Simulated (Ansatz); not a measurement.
Runs of Ansatz 0.2.0 on Yb. It takes space group Im-3m (No. 229, cubic). Conventional cell: a = 4.303 Å, b = 4.303 Å, c = 4.303 Å, α = 90.00°, β = 90.00°, γ = 90.00°. Yb (site symmetry m-3m) is surrounded by 8 Yb at 3.73 Å. This isn't the form of Yb at room conditions, which is fcc.

```csv
spin,fixed moment (μB),pressure (GPa),moment (μB)
"collinear, ferromagnetic start",2.0,-3.3,2.00
"collinear, ferromagnetic start",0.2,-3.3,0.20
"collinear, ferromagnetic start",0.8,-2.8,0.80
"collinear, ferromagnetic start",1.0,-2.7,1.00
"collinear, program default start",0.0,-3.5,0.00
"collinear, ferromagnetic start",1.5,(a),1.50
"collinear, ferromagnetic start",1.2,-2.8,1.20
"collinear, ferromagnetic start",0.5,-3.0,0.50
```

Alike in all rows: task single point; level PBEsol; potentials or basis Ansatz PAW; cell as given; k mesh 7 × 7 × 7; cutoff (eV) 420; smearing fermi-dirac 0.05 eV.

Task: Estimate the missing entries.

Result: (a) -2.9.

Caveats: the total moment is fixed, so each spin has its own Fermi level; the PAW data sets come from PBE, with cores solved anew for the run's functional, which leaves a small shift of forces and pressure; the thresholds are loose for stress.
